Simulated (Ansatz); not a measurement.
# Pb: the cost of one run

Program: Ansatz 0.2.0. Level of theory: DFT PBE, scalar-relativistic, plane waves, PAW. These are calculated values, not measurements.

## Step 1: Starting point

The structure is trigonal, space group R-3m (No. 166). Conventional cell: a = 4.324 Å, b = 4.324 Å, c = 12.027 Å, α = 90.00°, β = 90.00°, γ = 120.00°. Pb (site symmetry 3m) is surrounded by 3 Pb at 2.89 Å.

As a file:

```cif
data_structure
_symmetry_space_group_name_H-M 'R-3m:H'
_symmetry_Int_Tables_number 166
_cell_length_a 4.3240
_cell_length_b 4.3240
_cell_length_c 12.0275
_cell_angle_alpha 90.000
_cell_angle_beta 90.000
_cell_angle_gamma 120.000
_cell_volume 194.75
loop_
_atom_site_label
_atom_site_type_symbol
_atom_site_symmetry_multiplicity
_atom_site_Wyckoff_symbol
_atom_site_fract_x
_atom_site_fract_y
_atom_site_fract_z
_atom_site_occupancy
Pb1 Pb 6 c 0.33333 0.66667 0.89421 1
```

This is candidate A: grey arsenic (A7) type (R-3m, No. 166).

(A quick probe on a coarse mesh, which set the mesh and smearing, is not shown.)

## Step 3: Rough relaxation on the coarse mesh (candidate A)

Input file input.yaml:

```yaml
crystal:
  lattice:
    - [2.1619963628, 1.2482291821, 4.0091630465]
    - [-2.1619963628, 1.2482291821, 4.0091630465]
    - [0.0, -2.4964583641, 4.0091630465]
  atoms:
    - { symbol: Pb, position: [0.22754, 0.22754, 0.22754] }
    - { symbol: Pb, position: [0.77246, 0.77246, 0.77246] }
basis:
  ecutwfc: 420
kpoints:
  mp_grid: { grid: [6, 6, 6] }
hamiltonian:
  xc: pbe
scf:
  occupations: { method: gaussian, width: 0.1 }
  lower_state_search: "off"
output:
  forces: true
  stress: true
  eigenvalues: true
relax:
  adjacent_minimum: "off"
  f_tol: 0.04
  max_steps: 70
  cell: { stress_tol: 0.4 }
```

**Question.** How long does this run take on 1 thread of an x86-64 CPU, shared host, and how much memory does it need?

About 53 s, with a peak of 0.44 GiB.
